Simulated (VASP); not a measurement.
```
LiI
1.0
    0.00000     3.01000     3.01000
    3.01000     0.00000     3.01000
    3.01000     3.01000     0.00000
Li I
1 1
Cartesian
  0.00000   0.00000   0.00000
  3.01000   3.01000   3.01000
```

Method: PBE GGA, VASP's PBE PAW potentials (set 64) (plane waves; VASP). Run with 520 eV cut-off, 9×9×9 Γ-centred mesh, tetrahedra with Blöchl corrections, potentials Li_sv I.

**Question.** What does the run give for the energy per atom (σ→0)?

**Answer.** 
The energy per atom (σ→0) is -281.3 kJ/mol of atoms.

Total energies compare only between runs with the same potentials, cut-off and functional.

The compound is LiI in the rock salt structure. The cell was not relaxed at this level.
